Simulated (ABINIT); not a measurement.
# A GW chain in ABINIT: GaP (F-43m), part 2 of 3

How does a plane-wave GW calculation on GaP (F-43m) run from the first input to the gap?

ABINIT 10.8.3; PBE and many-body steps on it, plane waves. Known limits of the many-body steps: not at the basis limit; no spin-orbit coupling; coarse k mesh.

So far. Step 2 (Ground state): The gap is indirect, with the least direct gap 0.16 eV higher.

## 3. Bands along the symmetry lines

Level of this step: DFT, PBE, plane waves, norm-conserving pseudopotentials (ABINIT).

The cheap functional maps the bands first; the places of the edges decide which points the dearer methods must see.

run.abi reads:

```
acell 3*1.0 Angstrom
rprim 
  0.000000000000 2.725250000000 2.725250000000
  2.725250000000 0.000000000000 2.725250000000
  2.725250000000 2.725250000000 0.000000000000
ntypat 2
znucl 31 15
natom 2
typat 1 2
xred 
  0.000000000000 0.000000000000 0.000000000000
  0.250000000000 0.250000000000 0.250000000000
pp_dirpath "pseudos"
pseudos "Ga.upf, P.upf"
ecut 45
iscf -2
irdden 1
kptopt 0
nkpt 50
kpt 
  0.00000000 0.00000000 0.00000000
  -0.06250000 -0.06250000 0.00000000
  -0.12500000 -0.12500000 0.00000000
  -0.18750000 -0.18750000 0.00000000
  -0.25000000 -0.25000000 0.00000000
  -0.31250000 -0.31250000 0.00000000
  -0.37500000 -0.37500000 0.00000000
  -0.43750000 -0.43750000 0.00000000
  -0.50000000 -0.50000000 0.00000000
  -0.48437500 -0.48437500 0.03125000
  -0.46875000 -0.46875000 0.06250000
  -0.45312500 -0.45312500 0.09375000
  -0.43750000 -0.43750000 0.12500000
  -0.42187500 -0.42187500 0.15625000
  -0.40625000 -0.40625000 0.18750000
  -0.39062500 -0.39062500 0.21875000
  -0.37500000 -0.37500000 0.25000000
  -0.37500000 0.00000000 0.37500000
  -0.32812500 0.00000000 0.32812500
  -0.28125000 0.00000000 0.28125000
  -0.23437500 0.00000000 0.23437500
  -0.18750000 0.00000000 0.18750000
  -0.14062500 0.00000000 0.14062500
  -0.09375000 0.00000000 0.09375000
  -0.04687500 0.00000000 0.04687500
  0.00000000 0.00000000 0.00000000
  0.00000000 0.00000000 0.06250000
  0.00000000 0.00000000 0.12500000
  0.00000000 0.00000000 0.18750000
  0.00000000 0.00000000 0.25000000
  0.00000000 0.00000000 0.31250000
  0.00000000 0.00000000 0.37500000
  0.00000000 0.00000000 0.43750000
  -0.00000000 -0.00000000 0.50000000
  -0.06250000 -0.03125000 0.46875000
  -0.12500000 -0.06250000 0.43750000
  -0.18750000 -0.09375000 0.40625000
  -0.25000000 -0.12500000 0.37500000
  -0.31250000 -0.15625000 0.34375000
  -0.37500000 -0.18750000 0.31250000
  -0.43750000 -0.21875000 0.28125000
  -0.50000000 -0.25000000 0.25000000
  -0.50000000 -0.28125000 0.21875000
  -0.50000000 -0.31250000 0.18750000
  -0.50000000 -0.34375000 0.15625000
  -0.50000000 -0.37500000 0.12500000
  -0.50000000 -0.40625000 0.09375000
  -0.50000000 -0.43750000 0.06250000
  -0.50000000 -0.46875000 0.03125000
  -0.50000000 -0.50000000 0.00000000
istwfk *1
nband 20
nbdbuf 2
tolwfr 1e-08
nstep 40
prtwf 0
prtvol 0
indata_prefix "in"
outdata_prefix "out"
tmpdata_prefix "tmp"
```

Command:

```sh
$ OMP_NUM_THREADS=1 mpirun -n 8 abinit run.abi > log
```

Numbers of over 12 decimals in the logs are rounded to 6 here.

Output:

```text
.Version 10.8.3 of ABINIT. v10.8.2 released Aug 2026.

 Symmetries : space group F-4 3 m (#216); Bravais cF (face-center cubic)
[... echo of the input left out ...]
== DATASET  1 ==================================================================
-   mpi_nproc: 8, omp_nthreads: 1 (-1 if OMP is not activated)

--- !DatasetInfo
iteration_state: {dtset: 1, }
dimensions: {natom: 2, nkpt: 50, mband: 20, nsppol: 1, nspinor: 1, nspden: 1, mpw: 3972, }
cutoff_energies: {ecut:  45.0, pawecutdg:  -1.0, }
electrons: {nelect:   2.60000000E+01, charge:   0.00000000E+00, occopt:   1.00000000E+00, tsmear:   1.00000000E-02, }

 Real(R)+Recip(G) space primitive vectors, cartesian coordinates (Bohr,Bohr^-1):
 R(1)=  0.0000000  5.1499761  5.1499761  G(1)= -0.0970878  0.0970878  0.0970878
 R(2)=  5.1499761  0.0000000  5.1499761  G(2)=  0.0970878 -0.0970878  0.0970878
 R(3)=  5.1499761  5.1499761  0.0000000  G(3)=  0.0970878  0.0970878 -0.0970878
 Unit cell volume ucvol=  2.7317795E+02 bohr^3
 Angles (23,13,12)=  6.00000000E+01  6.00000000E+01  6.00000000E+01 degrees

 getcut: wavevector=  0.0000  0.0000  0.0000  ngfft=  45  45  45
         ecut(hartree)=     45.000   => boxcut(ratio)=   2.00060

--- Pseudopotential description ------------------------------------------------
- Ga Generated using ONCVPSP code by D. R. Hamann
- 31.00000  21.00000  171031                  znucl, zion, pspdat
12 -101130 2 -1 1902                          pspcod,pspxc,lmax,lloc,mmax
     nproj     2     2     2
  pspatm : epsatm=   21.85474337
         --- l  ekb(1:nproj) -->
             0    4.962806   -1.220223
             1   -5.679278   -1.350476
             2  -10.596651   -3.839775
 pspatm: atomic psp has been read  and splines computed

- P Generated using ONCVPSP code by D. R. Hamann
- 15.00000   5.00000  171031                  znucl, zion, pspdat
12 -101130 2 -1 1298                          pspcod,pspxc,lmax,lloc,mmax
     nproj     2     2     2
  pspatm : epsatm=    8.05910421
         --- l  ekb(1:nproj) -->
[...]
pspatm: atomic psp has been read  and splines computed

--------------------------------------------------------------------------------

================================================================================
 prteigrs : about to open file out_EIG
 Non-SCF case, kpt    1 (  0.00000  0.00000  0.00000), residuals and eigenvalues=
  6.91E-09  2.22E-09  8.67E-09  5.58E-09  5.12E-09  7.70E-09  3.84E-09  4.41E-09
  7.45E-09  2.93E-09  4.78E-09  4.19E-09  8.11E-09  1.40E-09  6.39E-09  7.15E-09
  8.54E-09  4.91E-09  7.84E-08  1.24E-07
 -5.0846E+00 -3.2712E+00 -3.2712E+00 -3.2712E+00 -3.4294E-01 -3.4294E-01
 -3.4294E-01 -3.3967E-01 -3.3967E-01 -2.6715E-01  1.9210E-01  1.9210E-01
  1.9210E-01  2.5859E-01  3.3486E-01  3.3486E-01  3.3486E-01  5.1575E-01
  5.4973E-01  5.4973E-01
 Non-SCF case, kpt    2 ( -0.06250 -0.06250  0.00000), residuals and eigenvalues=
[...]
5.2989E-01  5.5194E-01
 Non-SCF case, kpt    3 ( -0.12500 -0.12500  0.00000), residuals and eigenvalues=
[...]
7.02E-09  4.31E-09  1.29E-08  1.18E-08
[...]
5.5857E-01  5.6209E-01
[...]
Non-SCF case, kpt   49 ( -0.50000 -0.46875  0.03125), residuals and eigenvalues=
[...]
6.3923E-01  6.6958E-01
 Non-SCF case, kpt   50 ( -0.50000 -0.50000  0.00000), residuals and eigenvalues=
[...]
-3.4109E-01 -3.4109E-01 -3.3915E-01 -1.5816E-01 -5.6371E-02  9.3427E-02
  9.3427E-02  2.5283E-01  2.5900E-01  5.8069E-01  5.8069E-01  6.0294E-01
  6.4434E-01  6.6619E-01

--- !ResultsGS
iteration_state: {dtset: 1, }
comment   : Summary of ground state results
lattice_vectors:
- [  0.0000000,   5.1499761,   5.1499761, ]
- [  5.1499761,   0.0000000,   5.1499761, ]
- [  5.1499761,   5.1499761,   0.0000000, ]
lattice_lengths: [   7.28317,    7.28317,    7.28317, ]
lattice_angles: [ 60.000,  60.000,  60.000, ] # degrees, (23, 13, 12)
lattice_volume:   2.7317795E+02
convergence: {deltae:  0.000E+00, res2:  0.000E+00, residm:  9.970E-09, diffor:  0.000E+00, }
etotal    :  -2.55266234E+02
entropy   :   0.00000000E+00
fermie    :   1.92100448E-01
cartesian_stress_tensor: null
pressure_GPa: null
xred      :
- [  0.0000E+00,   0.0000E+00,   0.0000E+00, Ga]
- [  2.5000E-01,   2.5000E-01,   2.5000E-01,  P]
cartesian_forces: null
force_length_stats: {min: null, max: null, mean: null, }

 Integrated electronic density in atomic spheres:
 ------------------------------------------------
 Atom  Sphere_radius  Integrated_density
[...]
================================================================================

 ----iterations are completed or convergence reached----

 Mean square residual over all n,k,spin=   51.999E-10; max=  99.702E-10
 reduced coordinates (array xred) for    2 atoms
       0.000000000000      0.000000000000      0.000000000000
       0.250000000000      0.250000000000      0.250000000000

 cartesian coordinates (angstrom) at end:
[...]
length scales=  1.889726125908  1.889726125908  1.889726125908 bohr
              =  1.000000000000  1.000000000000  1.000000000000 angstroms
 prteigrs : about to open file out_EIG
 Eigenvalues (hartree) for nkpt=  50  k points:
 kpt#   1, nband= 20, wtk=  1.00000, kpt=  0.0000  0.0000  0.0000 (reduced coord)
[...]
kpt#   2, nband= 20, wtk=  1.00000, kpt= -0.0625 -0.0625  0.0000 (reduced coord)
[...]
kpt#   3, nband= 20, wtk=  1.00000, kpt= -0.1250 -0.1250  0.0000 (reduced coord)
[...]
kpt#  49, nband= 20, wtk=  1.00000, kpt= -0.5000 -0.4687  0.0313 (reduced coord)
[...]
0.57482    0.60607    0.63923    0.66958
 kpt#  50, nband= 20, wtk=  1.00000, kpt= -0.5000 -0.5000  0.0000 (reduced coord)
  -5.08463   -3.27133   -3.27132   -3.27132   -0.34766   -0.34115   -0.34109   -0.34109
  -0.33915   -0.15816   -0.05637    0.09343    0.09343    0.25283    0.25900    0.58069
   0.58069    0.60294    0.64434    0.66619

== END DATASET(S) ==============================================================
================================================================================

 -outvars: echo values of variables after computation  --------
            nband          20
             nkpt          50
          spgroup         216
 [... the other variables as echoed above ...]

 Calculation completed.
```

Elapsed: 11 s, on 8 MPI ranks of Intel Xeon Platinum 8488C (Sapphire Rapids), shared host; peak memory 0.62 GiB; 86 s of CPU time.

This step gave:

```yaml
gap: 1.592 eV
k_of_the_valence_top: 0, 0, 0
k_of_the_conduction_bottom: -0.4375, -0.4375, 0
least_direct_gap: 1.809 eV
```

The gap is 1.592 eV, −0.061 eV from the run before at this level.

Electronic bands along the path, in eV, zero at the top of the highest filled band:

| point | band 10 | band 11 | band 12 | band 13 | band 14 | band 15 | band 16 | band 17 |
| --- | --- | --- | --- | --- | --- | --- | --- | --- |
| Γ | -12.50 | 0.00 | 0.00 | 0.00 | 1.81 | 3.88 | 3.88 | 3.88 |
| halfway | -11.46 | -3.68 | -1.68 | -1.68 | 2.18 | 3.72 | 6.74 | 6.74 |
| X | -9.53 | -6.76 | -2.68 | -2.68 | 1.65 | 1.82 | 10.57 | 10.57 |
| halfway | -9.51 | -6.71 | -3.24 | -2.57 | 1.84 | 2.75 | 9.51 | 9.66 |
| U | -9.57 | -6.55 | -3.94 | -2.26 | 2.19 | 4.80 | 8.23 | 8.25 |
| jump to K | -9.57 | -6.55 | -3.94 | -2.26 | 2.19 | 4.80 | 8.23 | 8.25 |
| halfway | -11.36 | -4.25 | -2.45 | -0.67 | 3.28 | 4.99 | 5.00 | 5.86 |
| Γ | -12.50 | 0.00 | 0.00 | 0.00 | 1.81 | 3.88 | 3.88 | 3.88 |
| halfway | -11.72 | -3.88 | -0.66 | -0.66 | 2.15 | 4.74 | 4.74 | 6.34 |
| L | -10.43 | -6.64 | -1.12 | -1.12 | 1.66 | 4.72 | 4.72 | 8.28 |
| halfway | -10.03 | -6.42 | -3.20 | -1.94 | 3.45 | 4.30 | 6.45 | 7.91 |
| W | -9.44 | -6.56 | -3.58 | -3.42 | 4.70 | 4.86 | 6.10 | 6.15 |
| halfway | -9.49 | -6.67 | -3.17 | -3.09 | 2.77 | 2.94 | 8.49 | 8.58 |
| X | -9.53 | -6.76 | -2.68 | -2.68 | 1.65 | 1.82 | 10.57 | 10.57 |

The electronic bands as a text plot (rows in eV, shown from -8.0 to 7.5 only):

```
    7.2 |    +             +                 ++         +   +
    6.5 |     ++            ++              +         ++ + +
    5.9 |    +             ++++++++                  +  +++
    5.2 |                     +++  ++      +        +    +
    4.6 |  ++            ++      ++      +++++++++++++++++++
    3.9 |++  +++                   ++++++++            ++   +
    3.3 |  ++   ++      +     +++++                  ++
    2.6 | +  +    +    +   +++     ++    +++        +        ++
    2.0 |+    ++++ ++++++++          ++++   +++++ ++          +++
    1.4 |         ++++                           +
    0.7 |
    0.1 |**                        ********
   -0.6 | ***                   ******  *  ****
   -1.2 |    *              ****               ******
   -1.9 |  ** ****         *     ****    **         ***
   -2.5 |    *    *********     *          *         * **      **
   -3.2 |             ***     ** **                   *  ******
   -3.8 |     **         *****              *          *****
   -4.5 |       **              *
   -5.1 |                     **             **
   -5.7 |         *         **                 *
   -6.4 |          **  *****                    ***************
   -7.0 |            **                                        **
   -7.7 |
         Γ           X  U|K            Γ         L        W     X
```

## 4. Empty states on the mesh, 4×4×4 mesh, 84 bands

The sums over transitions need many empty states on a uniform mesh; this step solves for them.

run.abi reads:

```
acell 3*1.0 Angstrom
rprim 
  0.000000000000 2.725250000000 2.725250000000
  2.725250000000 0.000000000000 2.725250000000
  2.725250000000 2.725250000000 0.000000000000
ntypat 2
znucl 31 15
natom 2
typat 1 2
xred 
  0.000000000000 0.000000000000 0.000000000000
  0.250000000000 0.250000000000 0.250000000000
pp_dirpath "pseudos"
pseudos "Ga.upf, P.upf"
ecut 45
ngkpt 4 4 4
nshiftk 1
shiftk 0 0 0
kptopt 1
chksymbreak 0
iscf -2
irdden 1
istwfk *1
nband 84
nbdbuf 6
tolwfr 1e-09
nstep 60
prtvol 0
indata_prefix "in"
outdata_prefix "out"
tmpdata_prefix "tmp"
```

Output:

```text
.Version 10.8.3 of ABINIT. v10.8.2 released Aug 2026.

 Symmetries : space group F-4 3 m (#216); Bravais cF (face-center cubic)
[... echo of the input left out ...]
== DATASET  1 ==================================================================
-   mpi_nproc: 8, omp_nthreads: 1 (-1 if OMP is not activated)

--- !DatasetInfo
iteration_state: {dtset: 1, }
dimensions: {natom: 2, nkpt: 8, mband: 84, nsppol: 1, nspinor: 1, nspden: 1, mpw: 3972, }
cutoff_energies: {ecut:  45.0, pawecutdg:  -1.0, }
electrons: {nelect:   2.60000000E+01, charge:   0.00000000E+00, occopt:   1.00000000E+00, tsmear:   1.00000000E-02, }

 Real(R)+Recip(G) space primitive vectors, cartesian coordinates (Bohr,Bohr^-1):
 R(1)=  0.0000000  5.1499761  5.1499761  G(1)= -0.0970878  0.0970878  0.0970878
 R(2)=  5.1499761  0.0000000  5.1499761  G(2)=  0.0970878 -0.0970878  0.0970878
 R(3)=  5.1499761  5.1499761  0.0000000  G(3)=  0.0970878  0.0970878 -0.0970878
 Unit cell volume ucvol=  2.7317795E+02 bohr^3
 Angles (23,13,12)=  6.00000000E+01  6.00000000E+01  6.00000000E+01 degrees

 getcut: wavevector=  0.0000  0.0000  0.0000  ngfft=  45  45  45
         ecut(hartree)=     45.000   => boxcut(ratio)=   2.00060

--- Pseudopotential description ------------------------------------------------
- Ga Generated using ONCVPSP code by D. R. Hamann
- 31.00000  21.00000  171031                  znucl, zion, pspdat
12 -101130 2 -1 1902                          pspcod,pspxc,lmax,lloc,mmax
     nproj     2     2     2
  pspatm : epsatm=   21.85474337
         --- l  ekb(1:nproj) -->
             0    4.962806   -1.220223
             1   -5.679278   -1.350476
             2  -10.596651   -3.839775
 pspatm: atomic psp has been read  and splines computed

- P Generated using ONCVPSP code by D. R. Hamann
- 15.00000   5.00000  171031                  znucl, zion, pspdat
12 -101130 2 -1 1298                          pspcod,pspxc,lmax,lloc,mmax
     nproj     2     2     2
  pspatm : epsatm=    8.05910421
         --- l  ekb(1:nproj) -->
[...]
pspatm: atomic psp has been read  and splines computed

--------------------------------------------------------------------------------

================================================================================
 prteigrs : about to open file out_EIG
 Non-SCF case, kpt    1 (  0.00000  0.00000  0.00000), residuals and eigenvalues=
  5.25E-10  3.29E-10  5.41E-10  4.28E-10  1.05E-10  9.77E-11  7.13E-11  8.96E-11
  5.57E-10  1.54E-10  9.35E-10  5.82E-10  7.99E-10  4.54E-10  2.83E-10  5.13E-10
  2.13E-10  3.76E-10  2.75E-10  6.01E-10  1.95E-10  5.90E-10  1.79E-10  8.25E-11
[...]
2.75E-09  1.00E-08  6.67E-05  1.08E-04
 -5.0846E+00 -3.2712E+00 -3.2712E+00 -3.2712E+00 -3.4294E-01 -3.4294E-01
 -3.4294E-01 -3.3967E-01 -3.3967E-01 -2.6715E-01  1.9210E-01  1.9210E-01
  1.9210E-01  2.5859E-01  3.3486E-01  3.3486E-01  3.3486E-01  5.1575E-01
[...]
2.6845E+00  2.7971E+00  2.7971E+00  2.7971E+00  2.8658E+00  2.9990E+00
  2.9990E+00  2.9990E+00  3.0193E+00  3.0193E+00  3.2217E+00  3.2245E+00
 prteigrs : prtvol=0 or 1, do not print more k-points.

--- !ResultsGS
iteration_state: {dtset: 1, }
comment   : Summary of ground state results
lattice_vectors:
- [  0.0000000,   5.1499761,   5.1499761, ]
- [  5.1499761,   0.0000000,   5.1499761, ]
- [  5.1499761,   5.1499761,   0.0000000, ]
lattice_lengths: [   7.28317,    7.28317,    7.28317, ]
lattice_angles: [ 60.000,  60.000,  60.000, ] # degrees, (23, 13, 12)
lattice_volume:   2.7317795E+02
convergence: {deltae:  0.000E+00, res2:  0.000E+00, residm:  9.964E-10, diffor:  0.000E+00, }
etotal    :  -2.55266234E+02
entropy   :   0.00000000E+00
fermie    :   1.92100448E-01
cartesian_stress_tensor: null
pressure_GPa: null
xred      :
- [  0.0000E+00,   0.0000E+00,   0.0000E+00, Ga]
- [  2.5000E-01,   2.5000E-01,   2.5000E-01,  P]
cartesian_forces: null
force_length_stats: {min: null, max: null, mean: null, }

 Integrated electronic density in atomic spheres:
 ------------------------------------------------
 Atom  Sphere_radius  Integrated_density
[...]
================================================================================

 ----iterations are completed or convergence reached----

 Mean square residual over all n,k,spin=   44.664E-11; max=  99.638E-11
 reduced coordinates (array xred) for    2 atoms
       0.000000000000      0.000000000000      0.000000000000
       0.250000000000      0.250000000000      0.250000000000

 cartesian coordinates (angstrom) at end:
    1      0.000000     0.000000     0.000000
    2      1.362625     1.362625     1.362625
 length scales=  1.889726125908  1.889726125908  1.889726125908 bohr
              =  1.000000000000  1.000000000000  1.000000000000 angstroms
 prteigrs : about to open file out_EIG
 Eigenvalues (hartree) for nkpt=   8  k points:
 kpt#   1, nband= 84, wtk=  0.01563, kpt=  0.0000  0.0000  0.0000 (reduced coord)
[...]
2.14003    2.14003    2.22649    2.39493    2.59756    2.59756    2.68452    2.68452
   2.68452    2.79706    2.79706    2.79707    2.86578    2.99901    2.99901    2.99901
   3.01934    3.01934    3.22170    3.22446
 prteigrs : prtvol=0 or 1, do not print more k-points.

== END DATASET(S) ==============================================================
================================================================================

 -outvars: echo values of variables after computation  --------
            nband          84
             nkpt           8
          spgroup         216
 [... the other variables as echoed above ...]

 Calculation completed.
```

Run time: 11 s. Hardware: 8 MPI ranks; peak memory 0.62 GiB; 83 s of CPU time.

This step gave:

| Property | Result |
| --- | --- |
| gap | 1.653 eV |
| k of the valence top | 0, 0, 0 |
| k of the conduction bottom | 0.5, 0.5, 0 |
| least direct gap | 1.809 eV |
| k points computed | 8 |
| lowest point of the top converged band, above the valence top | 68.0696 eV |

On this mesh the gap is 1.653 eV.

[end of part 2 of 3]

[Paths, hosts, dates, memory and timing lines, banners, echoed tables and standing remarks are left out of the program output.]

[Logs are printed without paths, hosts, clocks, repeated set-up lines and the standing remarks that a program may print on its own settings, such as how far it seeks lower states.]

[Runs of the session that timed out or met a known fault of the program may be left out.]

[Hosts, paths, dates, database ids (printed as entryN), source tags and the programs' standing remarks are cut or masked in the printed files.]

[G0W0 gaps are taken among the corrected bands and points alone; a level outside them can change the order at an edge.]

[Where Ansatz stands beside ABINIT at settings called matched, ABINIT's density can come from a denser mesh and the files from another edition; pairs whose starting gaps differed by over 0.03 eV were left out, so agreement reads better than it is.]
